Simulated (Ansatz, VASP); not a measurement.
KF: VASP beside Ansatz

```
K F
1.0
     0.00000    2.67350    2.67350
     2.67350    0.00000    2.67350
     2.67350    2.67350    0.00000
K F
1 1
Direct
  0.97195 0.02805 0.02805
  0.50000 0.50000 0.50000
```

Change from the starting cell: all K atoms moved +0.150 Å, as atom 1 along Cartesian [1 0 0].

Alike in both runs: task single point; functional LDA; k mesh 8 × 8 × 8; occupations gaussian, width 0.05 eV; no spin polarisation.

|  | VASP | Ansatz |
| --- | --- | --- |
| version | VASP 6.6.1 | Ansatz 0.2.0 |
| potentials or method | VASP PAW LDA potentials, release 64 (K_sv, F) | scalar-relativistic, plane waves, PAW |
| plane-wave cutoff (eV) | 520 | 420 |
| valence electrons in the cell | 16 | 16 |

|  | VASP | Ansatz | Ansatz less VASP |
| --- | --- | --- | --- |
| gap on the k mesh at the Fermi level (eV) | 5.79 | 5.80 | +0.016 |
| least direct gap on the mesh (eV) | 5.79 | 5.80 | +0.016 |
| pressure (GPa) | -3.1 | -3.2 | -0.10 |
| largest component of the traceless stress (GPa) | 0.74 | 0.70 | -0.035 |
| rms of the force components (eV/Å) | 0.122 | 0.115 | -0.0072 |

Atom by atom the forces differ by 0.007 eV/Å (rms over components).

A k mesh can miss the band edges.
